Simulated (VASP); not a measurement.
A run of VASP 6.6.1 is set up as follows.

INCAR

```
SYSTEM = Zr
PREC = Accurate ; ENCUT = 520
EDIFF = 1E-7 ; ISMEAR = 0
SIGMA = 0.15 ; LREAL = .FALSE.
LASPH = .TRUE. ; NELM = 100
ALGO = Fast ; ISIF = 2
LWAVE = .FALSE. ; LCHARG = .FALSE.
GGA = PS ; NBANDS = 12
```

Contents of KPOINTS:

```
Automatic mesh
0
G
  18 18 18
  0 0 0
```

File POSCAR:

```
Zr
1.0
    0.0704687500      2.2550000000      2.2550000000
    2.2550000000      0.0704687500      2.2550000000
    2.3254687500      2.3254687500      0.0000000000
Zr
1
Direct
    0.0000000000      0.0000000000      0.0000000000
```

Potentials or basis: VASP PAW PBE potentials, release 64 (Zr_sv).

Run with:

```bash
$ cat potpaw_PBE.64/Zr_sv/POTCAR > POTCAR
$ mpirun -np 1 vasp_std > vasp.out
```

Q: Predict the band gap on the k mesh.

A: None (metal or under the smearing width).

Q: What does it give for the pressure?

A: -2.6 GPa.

Stress tensor (GPa, compression positive):
```
-2.43 -2.91  0.00
-2.91 -2.43  0.00
 0.00  0.00 -2.89
```

Caveat: the PAW data sets were made with another functional, which shifts forces and pressure a little.
